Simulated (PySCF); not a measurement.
# CdSe (Cadmoselite) (P6_3mc) in PySCF: density of states with PBEsol

Aim: the density of states of CdSe (Cadmoselite) with PBEsol.

All numbers are computed with PySCF 2.14.0; they aren't measurements. Logs are shortened: lines on timing, memory, paths and dates and some standing lists are left out, and cuts for length are marked.

**What was measured.**

From a printed reference work, data compilation, for a bulk crystal of CdSe at 2 K: band gap 1.841 eV.

How close the calculation comes is told below.

## 1. Starting point

It takes space group P6_3mc (No. 186, hexagonal). The conventional cell has a = 4.300 Å, b = 4.300 Å, c = 7.020 Å, α = 90.00°, β = 90.00°, γ = 120.00°. Around Cd (site symmetry 3m) lie 4 Se at 2.61 to 2.70 Å. Around Se (site symmetry 3m) lie 4 Cd at 2.61 to 2.70 Å.

## 2. Density of states, PBEsol

The input, run.py:

```python
import json
import numpy as np
from pyscf.pbc import gto, scf, dft, df

cell = gto.Cell()
cell.a = '''
  4.3000000000    0.0000000000    0.0000000000
 -2.1500000000    3.7239092363    0.0000000000
  0.0000000000    0.0000000000    7.0200000000'''
cell.atom = '''
Cd   2.1500000002    1.2413030786    3.5100000000
Cd  -0.0000000002    2.4826061577    0.0000000000
Se   2.1500000002    1.2413030786    6.2127000000
Se  -0.0000000002    2.4826061577    2.7027000000'''
cell.unit = 'A'
cell.basis = {'Cd': 'DZVP-MOLOPT-SR-GTH-q12', 'Se': 'DZVP-MOLOPT-SR-GTH-q6'}
cell.pseudo = {'Cd': 'GTH-PBE-q12', 'Se': 'GTH-PBE-q6'}
cell.ke_cutoff = 78  # hartree
cell.exp_to_discard = 0.02
cell.precision = 1e-08
cell.space_group_symmetry = True
cell.symmorphic = False
cell.max_memory = 5880  # MB
cell.verbose = 4
cell.build()

res = {}
kpts = cell.make_kpts([7, 7, 4], space_group_symmetry=True, time_reversal_symmetry=True)
cell.space_group_symmetry = False  # the mesh holds the operations; no search on the supercells of the integral code
mf = dft.KRKS(cell, kpts, xc='pbesol')
mf = mf.multigrid_numint()
mf = mf.smearing(sigma=0.00183747, method='fermi')  # hartree
mf.conv_tol = 1e-07
mf.max_cycle = 60

mf.kernel()
res.update(converged=bool(mf.converged), e_tot=mf.e_tot, nelec=cell.nelectron, nao=cell.nao, mesh=list(map(int, cell.mesh)), a=cell.lattice_vectors().tolist(), coords=cell.atom_coords().tolist(),
           mo_energy=[np.real(x).tolist() for x in mf.mo_energy], mo_occ=[np.real(x).tolist() for x in mf.mo_occ])
res.update(e_free=mf.e_free, e_zero=mf.e_zero)
res.update(kpts=kpts.kpts_scaled_ibz.tolist(), weights=kpts.weights_ibz.tolist())
res['parts'] = {k: float(np.real(v)) for k, v in mf.scf_summary.items() if np.isscalar(v)}
json.dump(res, open('results.json', 'w'))
if not mf.converged:
    raise SystemExit('SCF not converged')

print('levels (eV)')
for i, kp in enumerate(res['kpts'][:40]):
    print('k %7.4f %7.4f %7.4f  ' % tuple(kp), ' '.join('%.3f' % (x * 27.211386) for x in res['mo_energy'][i][:23]))

mf = mf.to_khf()  # unfold to the whole mesh
kpts = mf.kpts
# Mulliken populations
dm, s = np.asarray(mf.make_rdm1()), np.asarray(mf.get_ovlp())
sites = cell.aoslice_by_atom()[:, 2:]
tot = np.einsum('kij,kji->i', dm, s).real / len(kpts)
res['mulliken'] = [cell.atom_charge(i) - tot[a0:a1].sum() for i, (a0, a1) in enumerate(sites)]
print('Mulliken charges', np.round(res['mulliken'], 5))

# density of states, Gaussians of 0.15 eV
e = np.asarray(mf.mo_energy).real.reshape(1, -1) * 27.211386
ef = mf.get_fermi()
ef = np.max(ef) * 27.211386
x = np.arange(-15, 10.01, 0.1) + round(ef, 1)
dos = np.exp(-((x[:, None, None] - e) / 0.15) ** 2 / 2).sum(-1).T / (0.15 * np.sqrt(2 * np.pi) * len(kpts)) * 2
res.update(dos_e=x.tolist(), dos=dos.tolist())
for a, b in zip(x[::5], dos.T[::5]):
    print('%8.2f' % a, ' '.join('%9.4f' % y for y in b))

# density on a uniform mesh
grids = dft.gen_grid.UniformGrids(cell)
grids.mesh = [23, 23, 37]
grids.build()
ni = dft.numint.KNumInt()
rho = [ni.get_rho(cell, x, grids, kpts) for x in [dm]]
np.save('rho.npy', np.reshape(rho, (-1, *grids.mesh)))
res['done'] = True
json.dump(res, open('results.json', 'w'))
```

Potentials or basis: DZVP-MOLOPT-SR/GTH-PBE (potentials made for PBE).

On the command line:

```sh
$ OMP_NUM_THREADS=4 python -u run.py > log
```

The log of the run:

```text
Discarded 0 diffused primitive functions, 0 contracted functions

PySCF version 2.14.0

[INPUT] verbose = 4
[INPUT] num. atoms = 4
[INPUT] num. electrons = 36
[INPUT] charge = 0
[INPUT] spin (= nelec alpha-beta = 2S) = 0
[INPUT] symmetry False subgroup None
[INPUT] Mole.unit = A
[INPUT] Symbol           X                Y                Z      unit          X                Y                Z       unit  Magmom
[INPUT]  1 Cd     2.150000000200   1.241303078600   3.510000000000 AA    4.062911168193   2.345722856133   6.632938697223 Bohr   0.0
[INPUT]  2 Cd    -0.000000000200   2.482606157700   0.000000000000 AA   -0.000000000378   4.691445713212   0.000000000000 Bohr   0.0
[INPUT]  3 Se     2.150000000200   1.241303078600   6.212700000000 AA    4.062911168193   2.345722856133  11.740301494085 Bohr   0.0
[INPUT]  4 Se    -0.000000000200   2.482606157700   2.702700000000 AA   -0.000000000378   4.691445713212   5.107362796862 Bohr   0.0

nuclear repulsion = -81.7469325300326
number of shells = 14
number of NR pGTOs = 232
number of NR cGTOs = 76
basis = {'Cd': 'DZVP-MOLOPT-SR-GTH-q12', 'Se': 'DZVP-MOLOPT-SR-GTH-q6'}
ecp = {}
lattice vectors  a1 [8.125822336, 0.000000000, 0.000000000]
                 a2 [-4.062911168, 7.037168569, 0.000000000]
                 a3 [0.000000000, 0.000000000, 13.265877394]
dimension = 3
low_dim_ft_type = None
Cell volume = 758.58
exp_to_discard = 0.02
rcut = 30.34398964423145 (nimgs = [5 5 3])
precision = 1e-08
pseudo = {'Cd': 'GTH-PBE-q12', 'Se': 'GTH-PBE-q6'}
ke_cutoff = 78
    = [35 35 56] mesh (68600 PWs)
[Cell] Point group symbol:  6mm
time reversal: True
k-points in IBZ                         weights
  0:  0.000000,  0.000000,  0.000000    0/196
  1:  0.000000,  0.000000,  0.500000    0/196
  2:  0.000000,  0.000000,  0.750000    1/196
  3:  0.571429,  0.428571,  0.000000    6/196
  4:  0.571429,  0.428571,  0.500000    6/196
  5:  0.571429,  0.428571,  0.750000    12/196
[... 16 lines left out ...]
 22:  0.857143,  0.857143,  0.500000    6/196
 23:  0.857143,  0.857143,  0.750000    12/196

******** <class 'pyscf.pbc.scf.smearing.SmearingKsymAdaptedKRKS'> ********
method = SmearingKsymAdaptedKRKS
initial guess = minao
damping factor = 0
level_shift factor = 0
DIIS = <class 'pyscf.scf.diis.CDIIS'>
diis_start_cycle = 1
diis_space = 8
diis_damp = 0
SCF conv_tol = 1e-07
SCF conv_tol_grad = None
SCF max_cycles = 60
direct_scf = True
direct_scf_tol = 1e-13

******** PBC SCF flags ********
N kpts (BZ) = 196
N kpts (IBZ) = 24
Exchange divergence treatment (exxdiv) = ewald
    madelung (= occupied orbital energy shift) = 0.05399886294467986
    Total energy shift due to Ewald probe charge = -1/2 * Nelec*madelung = -0.971979533004
DF object = <pyscf.pbc.df.fft.FFTDF object>
XC functionals = pbesol
small_rho_cutoff = 0
Uniform grid, mesh = [35 35 56]
Set gradient conv threshold to 0.000316228
nelec by numeric integration = 36.00000000000029
init E= -110.942517951404
    sigma = 0.00183747  Optimized mu = 0.212286577075  entropy = 0.000463037751077
nelec by numeric integration = 35.99999999978261
    Total E(T) = -110.849770082747  Free energy = -110.849770933565  E0 = -110.849770508156
cycle= 1 E= -110.849770082747  delta_E= 0.0927  |g|= 0.839  |ddm|= 16.1
    sigma = 0.00183747  Optimized mu = 0.210661951793  entropy = 0.00617199176083
nelec by numeric integration = 35.99999999967945
    Total E(T) = -110.847206520948  Free energy = -110.847217861798  E0 = -110.847212191373
cycle= 2 E= -110.847206520948  delta_E= 0.00256  |g|= 0.912  |ddm|= 6.14
    sigma = 0.00183747  Optimized mu = 0.205960950956  entropy = 0.000767961567901
nelec by numeric integration = 35.99999999971327
    Total E(T) = -110.863991067601  Free energy = -110.863992478707  E0 = -110.863991773154
cycle= 3 E= -110.863991067601  delta_E= -0.0168  |g|= 0.0824  |ddm|= 3.21
    sigma = 0.00183747  Optimized mu = 0.207962673696  entropy = 0.00112014722195
nelec by numeric integration = 35.99999999972123
    Total E(T) = -110.864180029529  Free energy = -110.864182087766  E0 = -110.864181058648
cycle= 4 E= -110.864180029529  delta_E= -0.000189  |g|= 0.00568  |ddm|= 0.308
    sigma = 0.00183747  Optimized mu = 0.207928083861  entropy = 0.00109425759576
nelec by numeric integration = 35.99999999972117
    Total E(T) = -110.864180788599  Free energy = -110.864182799264  E0 = -110.864181793931
cycle= 5 E= -110.864180788599  delta_E= -7.59e-07  |g|= 0.000387  |ddm|= 0.0156
    sigma = 0.00183747  Optimized mu = 0.207927784498  entropy = 0.00109436922515
nelec by numeric integration = 35.99999999972117
    Total E(T) = -110.864180792071  Free energy = -110.864182802942  E0 = -110.864181797506
cycle= 6 E= -110.864180792071  delta_E= -3.47e-09  |g|= 0.000119  |ddm|= 0.00142
    sigma = 0.00183747  Optimized mu = 0.207928593046  entropy = 0.00109499786447
nelec by numeric integration = 35.99999999972117
    Total E(T) = -110.864180790967  Free energy = -110.864182802993  E0 = -110.86418179698
Extra cycle  E= -110.864180790967  delta_E= 1.1e-09  |g|= 0.000116  |ddm|= 0.000602
converged SCF energy = -110.864180790967
levels (eV)
k  0.0000  0.0000  0.0000   -7.275 -6.899 -2.541 -2.541 -2.487 -2.487 -2.459 -2.156 -2.155 -2.084 -2.083 -1.800 0.984 4.593 4.594 5.346 5.347 5.347 5.900 7.366 11.134 11.134 11.441
k  0.0000  0.0000  0.5000   -7.087 -7.087 -2.518 -2.518 -2.518 -2.518 -2.268 -2.268 -2.116 -2.116 -2.116 -2.116 2.698 2.698 4.955 4.955 4.955 4.955 7.603 7.603 11.173 11.173 11.553
k  0.0000  0.0000  0.7500   -7.220 -6.954 -2.535 -2.535 -2.497 -2.497 -2.418 -2.143 -2.143 -2.092 -2.092 -1.990 1.509 4.116 4.696 4.696 5.229 5.229 6.996 7.475 11.038 11.228 11.229
k  0.5714  0.4286  0.0000   -6.914 -6.769 -2.420 -2.414 -2.311 -2.254 -2.213 -2.198 -2.126 -2.061 -1.967 -1.692 1.070 1.673 2.617 3.459 4.172 4.517 8.515 8.590 10.132 11.496 11.965
k  0.5714  0.4286  0.5000   -6.834 -6.834 -2.381 -2.381 -2.362 -2.362 -2.180 -2.180 -2.101 -2.101 -1.852 -1.852 1.121 1.121 3.949 3.949 3.983 3.983 8.281 8.281 10.124 10.124 13.087
k  0.5714  0.4286  0.7500   -6.890 -6.786 -2.410 -2.403 -2.324 -2.312 -2.204 -2.173 -2.120 -2.075 -1.937 -1.745 1.010 1.455 3.101 3.597 4.319 4.340 8.083 8.672 10.432 10.598 12.378
[... 16 lines left out ...]
k  0.8571  0.8571  0.5000   -6.958 -6.958 -2.442 -2.442 -2.415 -2.415 -2.251 -2.251 -2.116 -2.116 -2.039 -2.039 2.168 2.168 3.987 3.987 4.240 4.240 9.016 9.016 10.191 10.191 11.706
k  0.8571  0.8571  0.7500   -7.060 -6.860 -2.464 -2.441 -2.403 -2.397 -2.329 -2.173 -2.146 -2.136 -2.083 -1.849 1.587 2.736 3.231 3.909 4.581 4.752 8.250 9.257 10.462 10.659 11.416
Mulliken charges [ 0.35781  0.35781 -0.35781 -0.35781]
   -9.70    0.0000
   -9.20    0.0000
   -8.70    0.0000
   -8.20    0.0000
   -7.70    0.0023
   -7.20    2.1364
[... 43 lines left out ...]
   14.80    1.7344
   15.30    2.9676
```

Wall time 13 min (4 threads of Intel Xeon at 2.50GHz (Skylake/Cascade Lake), shared host); peak memory 3.3 GiB.

What came out:

| Quantity | Value |
| --- | --- |
| Free energy | -3016.7681 eV |
| Band gap on the k mesh | 0.55 eV, direct |
| Mulliken charges | Cd +0.36; Se -0.36 e |

States per cell in windows of 1 eV (zero at the valence-band top; states under -8 eV left out):
```csv
from (eV),total
-8.0,19.01
-7.0,0.55
-6.0,0.00
-5.0,1.55
-4.0,1.85
-3.0,2.29
-2.0,4.14
-1.0,2.13
0.0,0.05
1.0,0.09
2.0,0.90
3.0,2.21
4.0,1.74
5.0,2.81
6.0,3.44
7.0,2.80
```

Caveat: Mulliken charges move with the basis; the basis of atomic orbitals isn't converged, which shifts pressures, moduli and gaps.

## 3. Against experiment

Step 2. Against the measured gap of CdSe, 1.841 eV (2 K; a printed reference work, data compilation), the calculated 0.55 eV is off by -1.29 eV. So large a miss can be the level of theory's own, or it may mean another phase, state or a wrong row. Spin-orbit coupling on Cd, Se is left out. The value is that of PBEsol in an atomic basis (DZVP-MOLOPT-SR/GTH-PBE (potentials made for PBE)), whose error adds to the functional's,, without temperature or zero-point motion. Semilocal functionals fall short of measured gaps as a rule.
